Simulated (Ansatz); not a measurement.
# MoS2: the cost of one run

Computed with Ansatz 0.2.0 (DFT PBEsol, scalar-relativistic, unless a step's input says otherwise).

**1. The system as given**

Symmetry: R3m, No. 160, trigonal system. The conventional cell has a = 3.163 Å, b = 3.163 Å, c = 18.370 Å, α = 90.00°, β = 90.00°, γ = 120.00°. Mo (site symmetry 3m) is surrounded by 6 S at 2.36 Å. S (site symmetry 3m) has 3 Mo at 2.36 Å as nearest neighbours.

Coordinates:

```
Mo S
1.0
     1.58150    0.91308    6.12333
    -1.58150    0.91308    6.12333
     0.00000   -1.82616    6.12333
Mo S
1 2
Cartesian
  0.0000 0.0000 0.0000
  0.0000 0.0000 13.7481
  0.0000 0.0000 10.7446
```

Atoms are numbered in the order of the input: Mo1, S2, S3.

**2. The deformed structure**

Space group R3m before, R3m after.

**3. Full-potential LAPW**

input.yaml reads:

```yaml
crystal:
  lattice:
    - [1.5973153604, 0.9222104533, 6.12333]
    - [-1.5973153604, 0.9222104533, 6.12333]
    - [0.0, -1.8444209065, 6.12333]
  atoms:
    - { symbol: Mo, position: [0.0, 0.0, 0.0] }
    - { symbol: S, position: [0.7484, 0.7484, 0.7484] }
    - { symbol: S, position: [0.5849, 0.5849, 0.5849] }
kpoints:
  mp_grid: { grid: [13, 13, 13] }
  band_path:
    path:
      - [0.0, 0.0, 0.0]
      - [0.5, 0.5, 0.5]
      - [0.8182118815, 0.1817881185, 0.5]
      - [0.5, -0.1817881186, 0.1817881186]
      - [0.5, 0.0, 0.0]
      - [0.0, 0.0, 0.0]
      - [0.3408940593, -0.3408940593, 0.0]
      - [0.6591059407, 0.0, 0.3408940593]
      - [0.5, 0.0, 0.5]
    npoints: 5
scf:
  occupations: { method: fermi_dirac, width: 0.05 }
hamiltonian:
  xc: pbesol
  pseudopotentials: { kind: all_electron, lapw: { basis_error: 0.0005 } }
output:
  forces: true
  stress: true
  eigenvalues: true
```

The run is started by

```bash
$ ansatz run input.yaml --threads 1 --pin off --max-ram 6144MiB --backend cpu --events-out ev --progress --plain --runs-dir out
```

Q: Estimate wall time and peak memory on 1 thread of Intel Xeon Platinum 8488C (Sapphire Rapids), shared host.

About 2.7 min, with a peak of 1 GiB.
